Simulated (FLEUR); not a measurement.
# TiO2 (P4_2/mnm) in FLEUR: band structure with r2SCAN

Aim: the band structure of TiO2 with r2SCAN.

Everything below comes from runs of FLEUR MaX-R8.1 (later development tree). Logs are shortened: lines on timing, memory, paths and dates and some standing lists are left out, and cuts for length are marked.

**The experiment to reproduce.**

“Shallow Valence Band of Rutile GeO2 and P-type Doping”, 2020, arxiv:2011.08928 quotes, for a bulk crystal of TiO2 at 1.6 K: band gap 3.03 eV (direct).

The results are compared with them further down.

## (1) Starting point

The structure is tetragonal, space group P4_2/mnm (No. 136). Conventional cell: a = 4.600 Å, b = 4.600 Å, c = 2.959 Å, α = 90.00°, β = 90.00°, γ = 90.00°. Around Ti (site symmetry mmm) lie 6 O at 1.95 to 1.98 Å. O (site symmetry m2m) is surrounded by 3 Ti at 1.95 to 1.98 Å.

The cell is a database's computed one.

## (2) Band structure, r2SCAN

Input file inp.xml:

```xml
<?xml version="1.0" encoding="UTF-8" standalone="no"?>
<fleurInput fleurInputVersion="0.39">
   <comment>
      TiO2                                                                                                
   </comment>
   <calculationSetup>
      <cutoffs Kmax="5.05" Gmax="15.7" GmaxXC="15.7" numbands="0"/>
      <scfLoop itmax="80" minDistance="0.0001" maxIterBroyd="30" imix="Anderson" alpha="0.05" precondParam="0.0" spinf="2.0" sdNocoIR="T"/>
      <coreElectrons ctail="F" frcor="F" kcrel="0" coretail_lmax="0"/>
      <xcFunctional name="LibXC" relativisticCorrections="F">
         <LibXCName exchange="mgga_x_r2scan" correlation="mgga_c_r2scan"/>
         <AuxGGA exchange="117" correlation="130"/>
      </xcFunctional>
      <magnetism jspins="1"/>
      <soc l_soc="F" theta="0.0" phi="0.0" spav="F"/>
      <expertModes spex="0" secvar="F"/>
      <geometryOptimization l_f="F" forcealpha="1.0" forcemix="BFGS" epsdisp="0.00001" epsforce="0.00001"/>
      <ldaU l_linMix="F" mixParam="0.05" spinf="1.0"/>
   </calculationSetup>
   <cell>
      <bzIntegration valenceElectrons="48.0" mode="hist" fermiSmearingEnergy="0.00183747">
         <kPointListSelection listName="default-1"/>
         <!-- k-points included here -->
         <xi:include xmlns:xi="http://www.w3.org/2001/XInclude" href="kpts.xml"> </xi:include>
[... 39 lines left out ...]
         <lo type="SCLO" l="1" n="2" eDeriv="2"/>
         <lo type="SCLO" l="2" n="3" eDeriv="2"/>
      </species>
   </atomSpecies>
   <atomGroups>
      <atomGroup species="Titanium (Ti)">
         <relPos label="                   1">.0000000000 .0000000000 1.000/2.000</relPos>
         <relPos label="                   2">1.000/2.000 1.000/2.000 .0000000000</relPos>
         <force calculate="T" relaxXYZ="TTT"/>
      </atomGroup>
      <atomGroup species="Oxygen (O)">
         <relPos label="                   3">.3043213200 .3043213200 1.000/2.000</relPos>
         <relPos label="                   4">.1956786800 -.1956786800 .0000000000</relPos>
         <relPos label="                   5">-.1956786800 .1956786800 .0000000000</relPos>
         <relPos label="                   6">-.3043213200 -.3043213200 1.000/2.000</relPos>
         <force calculate="T" relaxXYZ="TTT"/>
      </atomGroup>
   </atomGroups>
   <output dos="F" band="F" slice="F">
      <checks vchk="F" cdinf="F"/>
      <bandDOS minEnergy="-.5*Htr" maxEnergy="0.5*Htr" sigma="0.015" storeEVData="T"/>
      <vacuumDOS vacdos="F" integ="F" star="F" nstars="0" locx1="0.0" locy1="0.0" locx2="0.0" locy2="0.0" nstm="0" tworkf="0.0"/>
      <unfoldingBand unfoldBand="F" supercellX="1" supercellY="1" supercellZ="1"/>
      <plotting iplot="0" polar="F">
         <plot TwoD="T" vec1="  1.0  0.0  0.0" vec2="  0.0  1.0  0.0" vec3="  0.0  0.0  1.0" zero="  0.0  0.0  0.0" file="plot"/>
      </plotting>
      <chargeDensitySlicing numkpt="0" minEigenval="0.0" maxEigenval="0.0" nnne="0" pallst="F"/>
      <specialOutput eonly="F"/>
      <moessbauerParams electricFieldGradient="T" isomerShift="T" coreHyperfine="T" valenceHyperfine="T"/>
      <magneticCircularDichroism mcd="F" energyLo="-10.0" energyUp="0.0"/>
   </output>
  <!-- We include the file relax.xml here to enable relaxations (see documentation) -->
  <xi:include xmlns:xi="http://www.w3.org/2001/XInclude" href="relax.xml"> <xi:fallback/> </xi:include>
</fleurInput>
```

Input file crystal.txt:

```
TiO2
&input cartesian=F /
4.5998373239  0.0000000000  0.0000000000
0.0000000000  4.5998373239  0.0000000000
0.0000000000  0.0000000000  2.9592135600
1.8897261246
1.0 1.0 1.0

6
22 0.0000000000  0.0000000000  0.5000000000
22 0.5000000000  0.5000000000  0.0000000000
8 0.3043213200  0.3043213200  0.5000000000
8 0.1956786800  0.8043213200  0.0000000000
8 0.8043213200  0.1956786800  0.0000000000
8 0.6956786800  0.6956786800  0.5000000000

&kpt div1=6 div2=6 div3=9 gamma=T /
```

Input file inp.xml (bands):

```
<?xml version="1.0" encoding="UTF-8" standalone="no"?>
<fleurInput fleurInputVersion="0.39">
   <comment>
      TiO2                                                                                                
   </comment>
   <calculationSetup>
      <cutoffs Kmax="5.05" Gmax="15.7" GmaxXC="15.7" numbands="0"/>
      <scfLoop itmax="80" minDistance="0.0001" maxIterBroyd="30" imix="Anderson" alpha="0.05" precondParam="0.0" spinf="2.0" sdNocoIR="T"/>
      <coreElectrons ctail="F" frcor="F" kcrel="0" coretail_lmax="0"/>
      <xcFunctional name="LibXC" relativisticCorrections="F">
         <LibXCName exchange="mgga_x_r2scan" correlation="mgga_c_r2scan"/>
         <AuxGGA exchange="117" correlation="130"/>
      </xcFunctional>
      <magnetism jspins="1"/>
      <soc l_soc="F" theta="0.0" phi="0.0" spav="F"/>
      <expertModes spex="0" secvar="F"/>
      <geometryOptimization l_f="F" forcealpha="1.0" forcemix="BFGS" epsdisp="0.00001" epsforce="0.00001"/>
      <ldaU l_linMix="F" mixParam="0.05" spinf="1.0"/>
   </calculationSetup>
   <cell>
      <bzIntegration valenceElectrons="48.0" mode="hist" fermiSmearingEnergy="0.00183747">
         <kPointListSelection listName="path-1"/>
         <!-- k-points included here -->
         <xi:include xmlns:xi="http://www.w3.org/2001/XInclude" href="kpts.xml"> </xi:include>
[... 40 lines left out ...]
         <lo type="SCLO" l="2" n="3" eDeriv="2"/>
      </species>
   </atomSpecies>
   <atomGroups>
      <atomGroup species="Titanium (Ti)">
         <relPos label="                   1">.0000000000 .0000000000 1.000/2.000</relPos>
         <relPos label="                   2">1.000/2.000 1.000/2.000 .0000000000</relPos>
         <force calculate="T" relaxXYZ="TTT"/>
      </atomGroup>
      <atomGroup species="Oxygen (O)">
         <relPos label="                   3">.3043213200 .3043213200 1.000/2.000</relPos>
         <relPos label="                   4">.1956786800 -.1956786800 .0000000000</relPos>
         <relPos label="                   5">-.1956786800 .1956786800 .0000000000</relPos>
         <relPos label="                   6">-.3043213200 -.3043213200 1.000/2.000</relPos>
         <force calculate="T" relaxXYZ="TTT"/>
      </atomGroup>
   </atomGroups>
   <output dos="F" band="T" slice="F">
      <checks vchk="F" cdinf="F"/>
      <bandDOS minEnergy="-.5*Htr" maxEnergy="0.5*Htr" sigma="0.015" storeEVData="T"/>
      <vacuumDOS vacdos="F" integ="F" star="F" nstars="0" locx1="0.0" locy1="0.0" locx2="0.0" locy2="0.0" nstm="0" tworkf="0.0"/>
      <unfoldingBand unfoldBand="F" supercellX="1" supercellY="1" supercellZ="1"/>
      <plotting iplot="0" polar="F">
         <plot TwoD="T" vec1="  1.0  0.0  0.0" vec2="  0.0  1.0  0.0" vec3="  0.0  0.0  1.0" zero="  0.0  0.0  0.0" file="plot"/>
      </plotting>
      <chargeDensitySlicing numkpt="0" minEigenval="0.0" maxEigenval="0.0" nnne="0" pallst="F"/>
      <specialOutput eonly="F"/>
      <moessbauerParams electricFieldGradient="T" isomerShift="T" coreHyperfine="T" valenceHyperfine="T"/>
      <magneticCircularDichroism mcd="F" energyLo="-10.0" energyUp="0.0"/>
   </output>
  <!-- We include the file relax.xml here to enable relaxations (see documentation) -->
  <xi:include xmlns:xi="http://www.w3.org/2001/XInclude" href="relax.xml"> <xi:fallback/> </xi:include>
</fleurInput>
```

Potentials or basis: all-electron, FLAPW.

The run is started by

```console
$ inpgen -f crystal.txt -profile fastHighL
$ # inp.xml edited to the form shown
$ mpirun -n 4 fleur_MPI -pe_per_kpt 1
$ mpirun -n 4 fleur_MPI -pe_per_kpt 1   # second run, on inp.xml (bands)
```

The log of the run:

```text
Welcome to FLEUR        (www.flapw.de)
      MaX-Release 8.1          (www.max-centre.eu)

 func_ids         498         497         498         497
 func_ids         498         497         498         497
 MetaGGA potential functional detected - V_tau will be computed
 Auxiliary Potential for radial basis: exchange=         117  correlation=         130
 func_ids         498         497         498         497
 MetaGGA potential functional detected - V_tau will be computed
 Auxiliary Potential for radial basis: exchange=         117  correlation=         130
 func_ids         498         497         498         497
 MetaGGA potential functional detected - V_tau will be computed
 Auxiliary Potential for radial basis: exchange=         117  correlation=         130
 MetaGGA potential functional detected - V_tau will be computed
 Auxiliary Potential for radial basis: exchange=         117  correlation=         130
The functional 'Re-regularized SCAN exchange by Furness et al' is an exchange functional, it belongs to the 'MGGA' family and is defined in the reference(s):
The functional 'Re-regularized SCAN exchange by Furness et al' is an exchange functional, it belongs to the 'MGGA' family and is defined in the reference(s):
The functional 'Re-regularized SCAN exchange by Furness et al' is an exchange functional, it belongs to the 'MGGA' family and is defined in the reference(s):
[1] J. W. Furness, A. D. Kaplan, J. Ning, J. P. Perdew, and J. Sun.,  J. Phys. Chem. Lett. 11, 8208-8215 (2020)
[... 10 lines left out ...]
[1] J. W. Furness, A. D. Kaplan, J. Ning, J. P. Perdew, and J. Sun.,  J. Phys. Chem. Lett. 11, 8208-8215 (2020)
[2] J. W. Furness, A. D. Kaplan, J. Ning, J. P. Perdew, and J. Sun.,  J. Phys. Chem. Lett. 11, 9248-9248 (2020)
The functional 'Re-regularized SCAN correlation by Furness et al' is a correlation functional, it belongs to the 'MGGA' family and is defined in the reference(s):
[1] J. W. Furness, A. D. Kaplan, J. Ning, J. P. Perdew, and J. Sun.,  J. Phys. Chem. Lett. 11, 8208-8215 (2020)
[2] J. W. Furness, A. D. Kaplan, J. Ning, J. P. Perdew, and J. Sun.,  J. Phys. Chem. Lett. 11, 9248-9248 (2020)
 Using same functional for VXC and EXC
[1] J. W. Furness, A. D. Kaplan, J. Ning, J. P. Perdew, and J. Sun.,  J. Phys. Chem. Lett. 11, 8208-8215 (2020)
[2] J. W. Furness, A. D. Kaplan, J. Ning, J. P. Perdew, and J. Sun.,  J. Phys. Chem. Lett. 11, 9248-9248 (2020)
The functional 'Re-regularized SCAN correlation by Furness et al' is a correlation functional, it belongs to the 'MGGA' family and is defined in the reference(s):
[1] J. W. Furness, A. D. Kaplan, J. Ning, J. P. Perdew, and J. Sun.,  J. Phys. Chem. Lett. 11, 8208-8215 (2020)
[2] J. W. Furness, A. D. Kaplan, J. Ning, J. P. Perdew, and J. Sun.,  J. Phys. Chem. Lett. 11, 9248-9248 (2020)
 Using same functional for VXC and EXC
[2] J. W. Furness, A. D. Kaplan, J. Ning, J. P. Perdew, and J. Sun.,  J. Phys. Chem. Lett. 11, 9248-9248 (2020)
 Using same functional for VXC and EXC

 ========== k-point set info ==========
 Selected k-point list: default-1
[... 24 lines left out ...]
[1] B. Hammer, L. B. Hansen, and J. K. Nørskov.,  Phys. Rev. B 59, 7413 (1999)
The functional 'Perdew, Burke & Ernzerhof' is a correlation functional, it belongs to the 'GGA' family and is defined in the reference(s):
[1] J. P. Perdew, K. Burke, and M. Ernzerhof.,  Phys. Rev. Lett. 77, 3865 (1996)
[2] J. P. Perdew, K. Burke, and M. Ernzerhof.,  Phys. Rev. Lett. 78, 1396 (1997)
 Using same functional for VXC and EXC
 Using auxiliary GGA potential for the first iteration of MetaGGA calculation.
The functional 'Hammer, Hansen, and Norskov' is an exchange functional, it belongs to the 'GGA' family and is defined in the reference(s):
[1] B. Hammer, L. B. Hansen, and J. K. Nørskov.,  Phys. Rev. B 59, 7413 (1999)
The functional 'Perdew, Burke & Ernzerhof' is a correlation functional, it belongs to the 'GGA' family and is defined in the reference(s):
[1] J. P. Perdew, K. Burke, and M. Ernzerhof.,  Phys. Rev. Lett. 77, 3865 (1996)
[2] J. P. Perdew, K. Burke, and M. Ernzerhof.,  Phys. Rev. Lett. 78, 1396 (1997)
 Using same functional for VXC and EXC
 Using auxiliary GGA potential for the first iteration of MetaGGA calculation.
The functional 'Hammer, Hansen, and Norskov' is an exchange functional, it belongs to the 'GGA' family and is defined in the reference(s):
[1] B. Hammer, L. B. Hansen, and J. K. Nørskov.,  Phys. Rev. B 59, 7413 (1999)
The functional 'Perdew, Burke & Ernzerhof' is a correlation functional, it belongs to the 'GGA' family and is defined in the reference(s):
[1] J. P. Perdew, K. Burke, and M. Ernzerhof.,  Phys. Rev. Lett. 77, 3865 (1996)
[2] J. P. Perdew, K. Burke, and M. Ernzerhof.,  Phys. Rev. Lett. 78, 1396 (1997)
 Using same functional for VXC and EXC
 Using auxiliary GGA potential for the first iteration of MetaGGA calculation.
[1] J. P. Perdew, K. Burke, and M. Ernzerhof.,  Phys. Rev. Lett. 77, 3865 (1996)
[2] J. P. Perdew, K. Burke, and M. Ernzerhof.,  Phys. Rev. Lett. 78, 1396 (1997)
 Using same functional for VXC and EXC
 Using auxiliary GGA potential for the first iteration of MetaGGA calculation.
 Reset of history
 Reset of history
 Iteration:     1   Distance:      39.59509229 me/bohr^3
The functional 'Hammer, Hansen, and Norskov' is an exchange functional, it belongs to the 'GGA' family and is defined in the reference(s):
[1] B. Hammer, L. B. Hansen, and J. K. Nørskov.,  Phys. Rev. B 59, 7413 (1999)
The functional 'Perdew, Burke & Ernzerhof' is a correlation functional, it belongs to the 'GGA' family and is defined in the reference(s):
[1] J. P. Perdew, K. Burke, and M. Ernzerhof.,  Phys. Rev. Lett. 77, 3865 (1996)
[2] J. P. Perdew, K. Burke, and M. Ernzerhof.,  Phys. Rev. Lett. 78, 1396 (1997)
 Using same functional for VXC and EXC
The functional 'Hammer, Hansen, and Norskov' is an exchange functional, it belongs to the 'GGA' family and is defined in the reference(s):
[1] B. Hammer, L. B. Hansen, and J. K. Nørskov.,  Phys. Rev. B 59, 7413 (1999)
The functional 'Perdew, Burke & Ernzerhof' is a correlation functional, it belongs to the 'GGA' family and is defined in the reference(s):
[1] J. P. Perdew, K. Burke, and M. Ernzerhof.,  Phys. Rev. Lett. 77, 3865 (1996)
[2] J. P. Perdew, K. Burke, and M. Ernzerhof.,  Phys. Rev. Lett. 78, 1396 (1997)
 Using same functional for VXC and EXC
The functional 'Hammer, Hansen, and Norskov' is an exchange functional, it belongs to the 'GGA' family and is defined in the reference(s):
[1] B. Hammer, L. B. Hansen, and J. K. Nørskov.,  Phys. Rev. B 59, 7413 (1999)
The functional 'Perdew, Burke & Ernzerhof' is a correlation functional, it belongs to the 'GGA' family and is defined in the reference(s):
[1] J. P. Perdew, K. Burke, and M. Ernzerhof.,  Phys. Rev. Lett. 77, 3865 (1996)
[... 370 lines left out ...]
 Using same functional for VXC and EXC
The functional 'Hammer, Hansen, and Norskov' is an exchange functional, it belongs to the 'GGA' family and is defined in the reference(s):
[1] B. Hammer, L. B. Hansen, and J. K. Nørskov.,  Phys. Rev. B 59, 7413 (1999)
The functional 'Perdew, Burke & Ernzerhof' is a correlation functional, it belongs to the 'GGA' family and is defined in the reference(s):
[1] J. P. Perdew, K. Burke, and M. Ernzerhof.,  Phys. Rev. Lett. 77, 3865 (1996)
[2] J. P. Perdew, K. Burke, and M. Ernzerhof.,  Phys. Rev. Lett. 78, 1396 (1997)
 Using same functional for VXC and EXC
The functional 'Hammer, Hansen, and Norskov' is an exchange functional, it belongs to the 'GGA' family and is defined in the reference(s):
[1] B. Hammer, L. B. Hansen, and J. K. Nørskov.,  Phys. Rev. B 59, 7413 (1999)
The functional 'Perdew, Burke & Ernzerhof' is a correlation functional, it belongs to the 'GGA' family and is defined in the reference(s):
[1] J. P. Perdew, K. Burke, and M. Ernzerhof.,  Phys. Rev. Lett. 77, 3865 (1996)
[2] J. P. Perdew, K. Burke, and M. Ernzerhof.,  Phys. Rev. Lett. 78, 1396 (1997)
 Using same functional for VXC and EXC
 Iteration:    17   Distance:       0.00004438 me/bohr^3

 ********************************************************************
 Run finished successfully
 Stop message:
   all done
 ********************************************************************
```

Run time: 2.4 min. Hardware: 4 MPI ranks of Arm Neoverse V1, shared host.

Results:

```
Free energy                                           : -54682.3559 eV
Band gap on the k mesh                                : 2.21 eV, direct
Band gap along the path                               : 2.21 eV, direct
Valence electrons inside the program's atomic spheres : Ti 9.20; O 4.85 (radii Ti 1.94, O 1.48 bohr)
```

Levels at the corners of the path, in eV from the valence-band top:
```tsv
point	band 20	band 21	band 22	band 23	band 24	band 25	band 26	band 27	band 28	band 29
Γ	-2.05	-0.73	-0.47	-0.47	0.00	2.21	2.53	2.75	2.86	2.86
X	-3.11	-1.67	-1.67	-0.77	-0.77	2.89	2.89	3.38	3.38	3.91
M	-2.20	-1.35	-1.35	-1.10	-1.10	2.25	2.25	2.88	2.88	4.17
Γ	-2.05	-0.73	-0.47	-0.47	0.00	2.21	2.53	2.75	2.86	2.86
Z	-2.83	-2.39	-2.39	-1.46	-1.46	3.31	3.31	3.55	3.55	4.01
R	-2.44	-2.06	-2.06	-1.08	-1.08	2.27	2.27	3.58	3.58	4.25
A	-2.80	-1.32	-1.32	-0.69	-0.69	2.94	2.94	3.56	3.56	3.60
Z	-2.83	-2.39	-2.39	-1.46	-1.46	3.31	3.31	3.55	3.55	4.01
X	-3.11	-1.67	-1.67	-0.77	-0.77	2.89	2.89	3.38	3.38	3.91
R	-2.44	-2.06	-2.06	-1.08	-1.08	2.27	2.27	3.58	3.58	4.25
M	-2.20	-1.35	-1.35	-1.10	-1.10	2.25	2.25	2.88	2.88	4.17
A	-2.80	-1.32	-1.32	-0.69	-0.69	2.94	2.94	3.56	3.56	3.60
```

Core levels (eV from the Fermi level):
| atom | levels |
| --- | --- |
| 1 Ti | 1s1/2 -4863.5, 2s1/2 -532.3, 2p1/2 -443.2, 2p3/2 -437.4 |
| 2 Ti | 1s1/2 -4863.5, 2s1/2 -532.3, 2p1/2 -443.2, 2p3/2 -437.4 |
| 3 O | 1s1/2 -504.2 |
| 4 O | 1s1/2 -504.2 |
| 5 O | 1s1/2 -504.2 |
| 6 O | 1s1/2 -504.2 |

Caveat: the meta-GGA is that of a development version, with a GGA for the radial functions and cores and without core tails.

## (3) Comparison with measurements

Step 2. Against the measured gap of TiO2, 3.03 eV (direct; 1.6 K; quoted in “Shallow Valence Band of Rutile GeO2 and P-type Doping”, 2020, arxiv:2011.08928), the calculated 2.21 eV is off by -0.82 eV. 2 values of this kind are on record in papers (3.03 to 3.05 eV); this one was drawn at random among those near their median. The value is that of r2SCAN, without temperature or zero-point motion. The cell is a database's relaxed one, not the measured one, which moves gaps too.
